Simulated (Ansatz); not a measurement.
Cs under strain

Level of theory: DFT PBEsol, scalar-relativistic, plane waves, PAW (Ansatz 0.2.0). Run with 420 eV cutoff, 12×12×4 k-mesh, Gaussian smearing of 0.10 eV, no spin polarisation.

The relaxed crystal:

```
Cs
1.0
     5.36664    0.00000    0.00000
    -2.68332    4.64765    0.00000
     0.00000    0.00000   17.54602
Cs
4
Direct
  0.00000 0.00000 0.00000
  0.33333 0.66667 0.25000
  0.00000 0.00000 0.50000
  0.66667 0.33333 0.75000
```

Deformation: c alone is stretched, the rest of the cell is held and the atoms relax, all within the symmetry that the strain leaves. Energies are extrapolated to zero smearing.

| strain (%) | ΔE (meV/atom) | a (Å) | b (Å) | c (Å) |
| --- | --- | --- | --- | --- |
| -4.5 | 2.2 | 5.367 | 5.367 | 16.756 |
| -3.0 | 0.8 | 5.367 | 5.367 | 17.020 |
| -1.5 | 0.1 | 5.367 | 5.367 | 17.283 |
| +0.0 | 0.0 | 5.367 | 5.367 | 17.546 |
| +1.5 | 0.5 | 5.367 | 5.367 | 17.809 |
| +3.0 | 1.6 | 5.367 | 5.367 | 18.072 |
| +4.5 | 3.2 | 5.367 | 5.367 | 18.336 |

(1) What stiffness (1/V) d²E/dε² at zero strain does a cubic fit over all points give?

Results:

(1) A cubic fit gives (1/V) d²E/dε² = 4 GPa at zero strain (the elastic constant along c at held a and b).

This form isn't the element's structure at ambient conditions.